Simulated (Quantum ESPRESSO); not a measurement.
GaAs: relaxation of cell and atoms with PBE

Crystal: GaAs.

```
CELL_PARAMETERS angstrom
0.00000 2.82685 2.82685
2.82685 0.00000 2.82685
2.82685 2.82685 0.00000
ATOMIC_POSITIONS crystal
As 0.75000 0.75000 0.75000
Ga 0.00000 0.00000 0.00000
```

| Property | Result |
| --- | --- |
| Program | Quantum ESPRESSO 7.5 |
| Task | relaxation of cell and atoms |
| Functional | PBE |
| Potentials or basis | SSSP 1.3 efficiency PBE |
| Cutoff | 1088 eV |
| Density cutoff | 8762 eV |
| k mesh | 8 × 8 × 8 |
| Occupations | fermi-dirac, width 0.05 eV |
| Spin | no spin polarisation |
| Target pressure | 5 GPa |
| Mixing beta | 0.5 |
| Most SCF iterations | 120 |
| SCF threshold | 4e-10 Ry |
| Most ionic steps | 40 |
| Forc conv thr | 0.0004 Ry/bohr |
| Etot conv thr | 1e-05 Ry |
| Ion dynamics | bfgs |
| Cell dynamics | bfgs |
| Press conv thr | 0.3 kbar |

The relaxed volume is 22.15 Å³/atom and the relaxed cell is a = 3.972 Å, b = 3.972 Å, c = 3.972 Å, α = 60.00°, β = 60.00°, γ = 60.00°. The space group after relaxing (to 0.05 Å) is F-43m (No. 216) and the energy change on relaxing (the enthalpy is what falls) is +11.5 meV/atom. The ionic steps are 4 and the pressure after relaxing is 5.0 GPa. The band gap on the k mesh is 0.68 eV, direct.

Step by step:
| step | energy change (eV) | largest force (eV/Å) | pressure (GPa) | volume (Å³) |
| --- | --- | --- | --- | --- |
| 1 | 0.0000 | 0.0000 | 3.43 | 45.18 |
| 2 | 0.0084 | 0.0000 | 4.06 | 44.82 |
| 3 | 0.0235 | 0.0000 | 5.03 | 44.29 |
| 4 | 0.0229 | 0.0000 | 5.00 | 44.31 |

Final structure:
```
As Ga
1.0
     0.00000    2.80850    2.80850
     2.80850    0.00000    2.80850
     2.80850    2.80850    0.00000
As Ga
1 1
Direct
  0.75000 0.75000 0.75000
  0.00000 0.00000 0.00000
```

Levels at points of the mesh, in eV from the valence-band top:
```csv
k point,band 6,band 7,band 8,band 9,band 10,band 11,band 12,band 13
"(0.00, 0.00, 0.00)",-12.87,0.00,0.00,0.00,0.68,3.74,3.74,3.74
"(0.00, 0.00, -0.50)",-11.04,-6.74,-1.17,-1.17,1.06,4.64,4.64,7.84
"(0.00, -0.50, -0.50)",-10.28,-6.91,-2.74,-2.74,1.42,1.63,10.37,10.37
```

Run time: 6 min on 1 thread of Arm Neoverse V1 (shared host), peak memory 0.36 GiB.

A k mesh can miss the band edges. Expect the measured gap to be larger: semilocal functionals such as PBE lack the derivative discontinuity.
